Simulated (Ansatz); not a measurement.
Mo:

```
Mo
1.0
    -1.58381    1.58381    1.58381
     1.58381   -1.58381    1.58381
     1.58381    1.58381   -1.58381
Mo
1
Direct
  0.00000 0.00000 0.00000
```

| Item | Value |
| --- | --- |
| Program | Ansatz 0.2.0 |
| Task | relaxation of cell and atoms |
| Functional | PBEsol |
| Potentials or basis | Ansatz PAW |
| Cutoff | 420 eV (not typed: the program's choice for these potentials) |
| k mesh | 12 × 12 × 12 |
| Occupations | fermi-dirac, width 0.05 eV |
| Spin | no spin polarisation |

At the start: volume 15.89 Å³/atom.

Task: Where does the relaxation end?

Result: It ends after 4 steps and the volume is 15.32 Å³/atom (-3.6 %); space group Im-3m (No. 229, to 0.05 Å).

The path:
| step | energy change (eV) | largest force (eV/Å) | volume (Å³) |
| --- | --- | --- | --- |
| 1 | 0.0000 | 0.0000 | 15.89 |
| 2 | -0.0175 | 0.0000 | 15.39 |
| 3 | -0.0178 | 0.0000 | 15.32 |
| 4 | -0.0177 | 0.0000 | 15.32 |

Final structure:
```yaml
crystal:
  lattice:
    - [-1.56453, 1.56453, 1.56453]
    - [1.56453, -1.56453, 1.56453]
    - [1.56453, 1.56453, -1.56453]
  atoms:
    - { symbol: Mo, position: [0.00000, 0.00000, 0.00000] }
```

Caveat: the plane-wave basis is chosen anew once the cell has moved, so the energies of steps on either side of that aren't comparable; the PAW data sets come from PBE, with cores solved anew for the run's functional, which leaves a small shift of forces and pressure.
